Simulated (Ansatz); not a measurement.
# Ir (Fm-3m) in Ansatz: a series of runs

Runs on Ir. Level: LDA. Tasks: single point, equation of state.

All numbers are computed with Ansatz 0.2.0; they aren't measurements. Logs are shortened: lines on timing, memory, paths and dates and some standing lists are left out, and cuts for length are marked.

## 1. Starting point

The structure is cubic, space group Fm-3m (No. 225). Conventional cell: a = 3.831 Å, b = 3.831 Å, c = 3.831 Å, α = 90.00°, β = 90.00°, γ = 90.00°. Around Ir (site symmetry m-3m) lie 12 Ir at 2.71 Å.

## 2. Single point, LDA, 13.22 Å³/atom (volume scaled by 0.94)

Input file input.yaml:

```yaml
crystal:
  lattice:
    - [0.0, 1.8764951499, 1.8764951499]
    - [1.8764951499, 0.0, 1.8764951499]
    - [1.8764951499, 1.8764951499, 0.0]
  atoms:
    - { symbol: Ir, position: [0.0, 0.0, 0.0] }
kpoints:
  mp_grid: { grid: [12, 12, 12] }
scf:
  occupations: { method: fermi_dirac, width: 0.05 }
hamiltonian:
  xc: lda
  pseudopotentials: { kind: all_electron, lapw: { basis_error: 0.001 } }
output:
  forces: true
  stress: true
  eigenvalues: true
```

Potentials or basis: all-electron LAPW, scalar-relativistic.

Launch:

```sh
$ ansatz run input.yaml --threads 1 --pin off --max-ram 3072MiB --backend cpu --events-out ev --progress --plain --runs-dir out
```

Output:

```text
Warning: RAYON_NUM_THREADS=1 ignored (pool sized by the plan → 1); use --threads N
LAPW: plane waves up to 8.859 Å⁻¹, error target 1.0e-3 eV per atom; small_component_spin mean_spin; Ir in spheres of 1.327 Å, 41 of its electrons in bands, Dirac shells [] (how accurate: hamiltonian.pseudopotentials.lapw.basis_error, Limitations)
Engine: ansatz 0.2.0, aarch64-unknown-linux-gnu
Pseudopotentials: kind: all_electron
Pseudopotential: Ir, LAPW, valence charge 41, lapw/all_electron/scalar/gaussian/Ir, Koelling and Harmon's equation, gaussian nucleus
Functional definition: SPW92
  exchange = slater_x
  correlation = pw_c
Crystal: 1 atoms, lattice volume = 13.215 Å³
Basis set: ecut = 299.0047017271105 eV, 169 PW (Γ), exchange–correlation at level 2
Bands: 25, of which v1, the nominal top of the filled ones, is band 21 counted from 1 (20 counted from 0)
Symmetry: 48 space group operations
Space group: Fm-3m (ITA 225), of the structure as read, at distance tolerance 2.4e-5 Å
k-points: 72 of 1728
Non-local potential: Ir, projectors of the file, none
Initial density: superposition of atomic densities (chi_scale 0.1, normalization cell)
Initial wavefunctions: plane waves of lowest kinetic energy (no species holds an atomic orbital)
Functional: x = slater, c = lda
iter 1 solved again at ethr=3.69e-5 eV; its pass at ethr=1.00e-1 eV (dr2=1.51e-2 eV) is discarded
SCF iter   1: F=—  HF=-484754.316140 eV  |F-HF|=—  |Δ(HF+E_count)|=         —  Δρ=1.81e-2  dr2=1.53e-2  ethr=3.69e-5  ⟨swp⟩=3.2  Hψ=11766  notcnv=0
preconditioner: auto → none  [metal: Δε(μ)=0.008 eV  Ē_g=15.038 eV  σ=0.050 eV  W_gap=0.04  n_scr=8 (ndim 8)  ℏωp=30.6 eV  f_vac=0.000  D(μ)=0.46/eV (n_scr^D=0)  sad-step TF]
SCF iter   2: F=—  HF=-484754.234373 eV  |F-HF|=—  |Δ(HF+E_count)|=   8.18e-2  Δρ=6.34e-3  dr2=2.43e-3  ethr=3.69e-5  ⟨swp⟩=2.5  Hψ=5534  notcnv=0
SCF iter   3: F=—  HF=-484754.230404 eV  |F-HF|=—  |Δ(HF+E_count)|=         —  Δρ=3.54e-3  dr2=7.22e-4  ethr=5.94e-6  ⟨swp⟩=2.0  Hψ=5197  notcnv=0
the basis was enlarged: its passes take 528.0 KiB over the memory plan, 1 of 1 planned eigensolver slots
SCF iter   4: F=—  HF=-484754.230188 eV  |F-HF|=—  |Δ(HF+E_count)|=   2.16e-4  Δρ=1.59e-3  dr2=1.44e-4  ethr=1.76e-6  ⟨swp⟩=2.0  Hψ=5197  notcnv=0
iter 5 solved again at ethr=1.70e-8 eV; its pass at ethr=3.51e-7 eV (dr2=6.98e-6 eV) is discarded
SCF iter   5: F=—  HF=-484754.230115 eV  |F-HF|=—  |Δ(HF+E_count)|=   7.30e-5  Δρ=3.48e-4  dr2=6.97e-6  ethr=1.70e-8  ⟨swp⟩=2.0  Hψ=8856  notcnv=0
SCF iter   6: F=—  HF=-484754.230113 eV  |F-HF|=—  |Δ(HF+E_count)|=   1.76e-6  Δρ=3.72e-5  dr2=7.82e-8  ethr=1.70e-8  ⟨swp⟩=2.0  Hψ=5197  notcnv=0
SCF iter   7: F=-484754.230113 eV  HF=-484754.230113 eV  |F-HF|=1.75e-10  |Δ(HF+E_count)|=   2.21e-9  Δρ=1.96e-6  dr2=1.98e-10  ethr=1.91e-10  ⟨swp⟩=2.0  Hψ=5198  notcnv=0
SCF 1 converged in 7 iterations: F = -484754.230113 eV  dr2 = 1.98e-10
SCF converged after 7 iterations
Free energy (F): -484754.230113 eV
Harris-Foulkes:  -484754.230113 eV  (|F-HF|=1.75e-10)
Internal energy: -484754.225950 eV  (E = F + TS)
E sigma→0 (E₀):  -484754.228032 eV
Entropy (-TS):   -0.004164 eV (-4.164 meV/atom)
Fermi energy:    34.407297 eV
--- Per-component energies (eV) ---
  E_band       = -2775.557020
  E_kinetic    = 548374.876007
  E_xc         = -9202.823521
  E_electrostatic = -1023926.278436  (all electrons and nuclei)
  E_smearing   = -0.004164  (= −TS)
  E_closure    = 0.000000  (closes the sum)
  E_atoms      = -484743.529354  (free atoms, spherical and without spin; not in F)
  Σ components = -484754.230113   (vs F -484754.230113, Δ=0.00e0)
  Basis errors (estimates in eV, not in F): energy 2.3e-4 per atom: plane waves 2.0e-4 (9.9e-5 summed), levels above the bands 1.0e-163, relativity 1.2e-8, radial functions 3.6e-5, core shells 8.2e-7; eigenvalues (radial functions only) 3.0e-6; not estimated: angular momenta, meshes, grids; target (lapw.basis_error) 1.0e-3; muffin-tin radii Ir 1.327 Å
--- Forces (eV/Å), atoms counted from 1 ---
  atom   1  Ir     0.00000000    -0.00000000     0.00000000
  max |Σ_I F_I| component: 5.34e-32 eV/Å
--- Stress (GPa, compression-positive) ---
       20.442292       0.000000      -0.000000
        0.000000      20.442292       0.000000
       -0.000000       0.000000      20.442292
  P = ⅓ Tr σ = 20.4423 GPa (204.423 kbar)
--- Band table (eV; the first three rows and the last of 72) ---
  k-point 0: bands = ["-250.9528", "-250.9528", "-250.9528", "-250.9139", "-250.9139", "-58.8029", "-23.1226", "-23.0795", "-23.0795", "-23.0795", "-23.0677", "-23.0677", "-23.0677", "-15.1289", "-15.1289", "-15.1289", "22.4800", "30.0274", "30.0274", "30.0274", "33.0494", "33.0494", "47.7866", "53.6349", "53.6349"]
  k-point 1: bands = ["-250.9528", "-250.9528", "-250.9528", "-250.9139", "-250.9139", "-58.7969", "-23.1221", "-23.0803", "-23.0803", "-23.0794", "-23.0678", "-23.0673", "-23.0673", "-15.1996", "-15.1384", "-15.1384", "22.8121", "29.8481", "30.1699", "30.1699", "32.9536", "32.9536", "48.3709", "52.3442", "54.2027"]
  k-point 2: bands = ["-250.9528", "-250.9528", "-250.9528", "-250.9139", "-250.9139", "-58.7803", "-23.1208", "-23.0825", "-23.0825", "-23.0793", "-23.0680", "-23.0662", "-23.0662", "-15.3903", "-15.1643", "-15.1643", "23.7129", "29.4961", "30.4603", "30.4603", "32.8554", "32.8554", "49.5463", "50.4846", "55.8075"]
  k-point 71: bands = ["-250.9528", "-250.9528", "-250.9527", "-250.9139", "-250.9139", "-58.6819", "-23.1126", "-23.0909", "-23.0909", "-23.0881", "-23.0633", "-23.0633", "-23.0627", "-15.7938", "-15.7938", "-15.5116", "27.4275", "28.9786", "28.9786", "32.3157", "36.0517", "43.0601", "43.8899", "43.8899", "48.4849"]
```

Run time: 11 s. Hardware: 1 thread of Arm Neoverse V1, shared host; peak memory 0.28 GiB.

Results:

| Property | Result |
| --- | --- |
| Free energy | -484754.2301 eV |
| Pressure | 20.4 GPa |
| Band gap on the k mesh | none (metal or under the smearing width) |

## 3. Single point, LDA, 13.50 Å³/atom (volume scaled by 0.96)

input.yaml: that of step 2 with these lines changed.

```diff
@@ -2,5 +2,5 @@
   lattice:
-    - [0.0, 1.8764951499, 1.8764951499]
-    - [1.8764951499, 0.0, 1.8764951499]
-    - [1.8764951499, 1.8764951499, 0.0]
+    - [0.0, 1.8897103398, 1.8897103398]
+    - [1.8897103398, 0.0, 1.8897103398]
+    - [1.8897103398, 1.8897103398, 0.0]
   atoms:
```

Potentials or basis: all-electron LAPW, scalar-relativistic.

Launch:

```sh
$ ansatz run input.yaml --threads 1 --pin off --max-ram 3072MiB --backend cpu --events-out ev --progress --plain --runs-dir out
```

Wall time 11 s (1 thread of Arm Neoverse V1, shared host); peak memory 0.28 GiB.

Results (log left out):

```
Free energy            : -484754.2569 eV
Pressure               : 10.3 GPa
Band gap on the k mesh : none (metal or under the smearing width)
```

## 4. Single point, LDA, 13.78 Å³/atom (volume scaled by 0.98)

input.yaml: that of step 3 with these lines changed.

```diff
@@ -2,5 +2,5 @@
   lattice:
-    - [0.0, 1.8897103398, 1.8897103398]
-    - [1.8897103398, 0.0, 1.8897103398]
-    - [1.8897103398, 1.8897103398, 0.0]
+    - [0.0, 1.9027432368, 1.9027432368]
+    - [1.9027432368, 0.0, 1.9027432368]
+    - [1.9027432368, 1.9027432368, 0.0]
   atoms:
```

Launch:

```sh
$ ansatz run input.yaml --threads 1 --pin off --max-ram 3072MiB --backend cpu --events-out ev --progress --plain --runs-dir out
```

Run time: 11 s. Hardware: 1 thread of Arm Neoverse V1, shared host; peak memory 0.28 GiB.

The run converged. Its results:

| Property | Result |
| --- | --- |
| Free energy | -484754.2670 eV |
| Pressure | 1.4 GPa |
| Band gap on the k mesh | none (metal or under the smearing width) |

## 5. Single point, LDA, 14.06 Å³/atom

input.yaml: that of step 4 with these lines changed.

```diff
@@ -2,5 +2,5 @@
   lattice:
-    - [0.0, 1.9027432368, 1.9027432368]
-    - [1.9027432368, 0.0, 1.9027432368]
-    - [1.9027432368, 1.9027432368, 0.0]
+    - [0.0, 1.9156, 1.9156]
+    - [1.9156, 0.0, 1.9156]
+    - [1.9156, 1.9156, 0.0]
   atoms:
```

Launch:

```sh
$ ansatz run input.yaml --threads 1 --pin off --max-ram 3072MiB --backend cpu --events-out ev --progress --plain --runs-dir out
```

Wall time 9.9 s (1 thread of Arm Neoverse V1, shared host); peak memory 0.28 GiB.

It converged, with:

* Free energy: -484754.2623 eV
* Pressure: -6.6 GPa
* Band gap on the k mesh: none (metal or under the smearing width)

## 6. Single point, LDA, 14.34 Å³/atom (volume scaled by 1.02)

input.yaml: that of step 5 with these lines changed.

```diff
@@ -2,5 +2,5 @@
   lattice:
-    - [0.0, 1.9156, 1.9156]
-    - [1.9156, 0.0, 1.9156]
-    - [1.9156, 1.9156, 0.0]
+    - [0.0, 1.9282864624, 1.9282864624]
+    - [1.9282864624, 0.0, 1.9282864624]
+    - [1.9282864624, 1.9282864624, 0.0]
   atoms:
```

Potentials or basis: all-electron LAPW, scalar-relativistic.

Launch:

```sh
$ ansatz run input.yaml --threads 1 --pin off --max-ram 3072MiB --backend cpu --events-out ev --progress --plain --runs-dir out
```

It took 9.8 s on 1 thread of Arm Neoverse V1, shared host; peak memory 0.28 GiB.

It converged, with:

```yaml
Free_energy: -484754.2445 eV
Pressure: -13.6 GPa
Band_gap_on_the_k_mesh: none (metal or under the smearing width)
```

## 7. Single point, LDA, 14.62 Å³/atom (volume scaled by 1.04)

input.yaml: that of step 6 with these lines changed.

```diff
@@ -2,5 +2,5 @@
   lattice:
-    - [0.0, 1.9282864624, 1.9282864624]
-    - [1.9282864624, 0.0, 1.9282864624]
-    - [1.9282864624, 1.9282864624, 0.0]
+    - [0.0, 1.940808154, 1.940808154]
+    - [1.940808154, 0.0, 1.940808154]
+    - [1.940808154, 1.940808154, 0.0]
   atoms:
```

Launch:

```sh
$ ansatz run input.yaml --threads 1 --pin off --max-ram 3072MiB --backend cpu --events-out ev --progress --plain --runs-dir out
```

Wall time 11 s (1 thread of Arm Neoverse V1, shared host); peak memory 0.29 GiB.

The run converged. Its results:

```
Free energy            : -484754.2151 eV
Pressure               : -19.8 GPa
Band gap on the k mesh : none (metal or under the smearing width)
```

## 8. Single point, LDA, 14.90 Å³/atom (volume scaled by 1.06)

input.yaml: that of step 7 with these lines changed.

```diff
@@ -2,5 +2,5 @@
   lattice:
-    - [0.0, 1.940808154, 1.940808154]
-    - [1.940808154, 0.0, 1.940808154]
-    - [1.940808154, 1.940808154, 0.0]
+    - [0.0, 1.9531703226, 1.9531703226]
+    - [1.9531703226, 0.0, 1.9531703226]
+    - [1.9531703226, 1.9531703226, 0.0]
   atoms:
```

Launch:

```sh
$ ansatz run input.yaml --threads 1 --pin off --max-ram 3072MiB --backend cpu --events-out ev --progress --plain --runs-dir out
```

Wall time 11 s (1 thread of Arm Neoverse V1, shared host); peak memory 0.29 GiB.

The run converged. Its results:

```
Free energy            : -484754.1754 eV
Pressure               : -25.3 GPa
Band gap on the k mesh : none (metal or under the smearing width)
```

## 9. Equation of state, LDA

Potentials or basis: all-electron LAPW, scalar-relativistic.

This step only gathers the single runs of the series.

Results:

- Equilibrium volume: 13.82 Å³/atom
- Bulk modulus: 406 GPa
- Pressure derivative of the bulk modulus: 5.0

Energy against volume, from the lowest point:
| volume (Å³/atom) | energy (meV/atom) |
| --- | --- |
| 13.215 | 36.89 |
| 13.496 | 10.08 |
| 13.778 | 0.00 |
| 14.059 | 4.72 |
| 14.340 | 22.55 |
| 14.621 | 51.95 |
| 14.902 | 91.57 |

Spin-orbit coupling is left out, which matters for the levels of Ir. LDA usually gives volumes a few per cent too small.
